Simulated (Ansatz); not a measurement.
MoSi2 (P6_222) from a database of computed structures, relaxed with r2SCAN. Around Si lie 5 Si at 2.55–2.67 Å and 5 Mo at 2.57–2.67 Å; around Mo lie 10 Si at 2.57–2.67 Å.

Space group P6_222 (No. 180). a = 4.584 Å, b = 4.584 Å, c = 6.577 Å, α = 90.00°, β = 90.00°, γ = 120.00°
```
atom  site  symmetry       x       y       z
  Si    6j       ..2  0.1639  0.8361  0.8333
  Mo    3d       222  0.5000  0.0000  0.5000
```

The questions ask for values computed with Ansatz on this geometry. The values are computed, spin-unpolarised, and not measurements.

(1) Is there a gap with r2SCAN, and of what kind?

(2) What does PBE give for the gap (6×6×4 mesh)?

(3) How does the gap change from r2SCAN to HSE06 (6×6×2)?

## Answers

(1) r2SCAN gives an indirect gap of 0.16 eV, from L to M; the least direct gap is 0.69 eV at L.

(2) PBE gives an indirect gap of 0.05 eV, from L to M; the least direct gap is 0.54 eV at L. (With 0.02 eV of smearing so small a gap leaves both edges partly filled, and it could close between the points sampled.) The gap differs by -0.11 eV from r2SCAN's.

(3) The HSE06 gap is indirect, 0.54 eV (L to M), below the direct gap of 1.11 eV at L. The gap differs by +0.38 eV from r2SCAN's.

Spin-orbit coupling is left out.

The meshes of the hybrids are coarse, so their gaps aren't converged to the digits shown.
